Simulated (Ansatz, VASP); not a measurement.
# Two plane-wave programs on Ni

The input INCAR:

```
SYSTEM = Ni
ALGO = Normal
EDIFF = 1E-6
ENCUT = 520
GGA = PS
ISIF = 2
ISMEAR = 0
ISPIN = 2
LASPH = .TRUE.
LCHARG = .TRUE.
LELF = .TRUE.
LMAXMIX = 4
LORBIT = 11
LREAL = .FALSE.
LVHAR = .TRUE.
LWAVE = .FALSE.
MAGMOM = 2 2 2 2
NBANDS = 32
NELM = 150
PREC = Accurate
SIGMA = 0.1
```

KPOINTS

```
k-points
0
G
  6 6 4
  0 0 0
```

POSCAR

```
Ni
1.0
    3.1134122001      0.0000000000      0.0000000000
   -1.5567061001      2.6962940578      0.0000000000
    0.0000000000      0.0000000000      5.1371301302
Ni
4
Direct
    0.3333333333      0.6666666667      0.4375000000
    0.6666666667      0.3333333333      0.9375000000
    0.6666666667      0.3333333333      0.5625000000
    0.3333333333      0.6666666667      0.0625000000
```

Input for Ansatz:

```yaml
crystal:
  lattice:
    - [3.1134122001, 0.0, 0.0]
    - [-1.5567061001, 2.6962940578, 0.0]
    - [0.0, 0.0, 5.1371301302]
  atoms:
    - { symbol: Ni, position: [0.3333333333, 0.6666666667, 0.4375], spin: 2.0 }
    - { symbol: Ni, position: [0.6666666667, 0.3333333333, 0.9375], spin: 2.0 }
    - { symbol: Ni, position: [0.6666666667, 0.3333333333, 0.5625], spin: 2.0 }
    - { symbol: Ni, position: [0.3333333333, 0.6666666667, 0.0625], spin: 2.0 }
basis:
  ecutwfc: 420
kpoints:
  mp_grid: { grid: [6, 6, 4] }
hamiltonian:
  xc: pbesol
scf:
  occupations: { method: gaussian, width: 0.1 }
  lower_state_search: "off"
output:
  forces: true
  stress: true
  eigenvalues: true
  populations: true
magnetization:
  spin_polarized: true
```

Alike in both runs: task single point; functional PBEsol; k mesh 6 × 6 × 4; occupations gaussian, width 0.1 eV; collinear spin.

|  | VASP | Ansatz |
| --- | --- | --- |
| version | VASP 6.6.1 | Ansatz 0.2.0 |
| potentials or method | VASP PAW PBE potentials, release 64 (Ni) | scalar-relativistic, plane waves, PAW |
| plane-wave cutoff (eV) | 520 | 420 |
| valence electrons in the cell | 40 | 72 |

```csv
,VASP,Ansatz,Ansatz less VASP
gap on the k mesh at the Fermi level (eV),none,none,-
rms of the force components (eV/Å),0.107,0.132,+0.0253
net moment per atom (μB),0.76,0.76,+0.004
size of the moment on the site where the two differ most (μB),0.73,0.76,+0.031
```

Site moments also hang on the region over which each program counts them. Atom by atom the forces differ by 0.025 eV/Å (rms over components). A gap of «none» marks a metal or a gap that the smearing closes. The functional is the same, so the differences come from potentials, cutoffs and numerics. The two sets of potentials don't hold the same shells in valence.

Caveats: the k mesh is coarse (spacing up to 0.39 Å⁻¹), so the values aren't converged; the PAW data sets were made with another functional, which shifts forces and pressure a little (VASP).
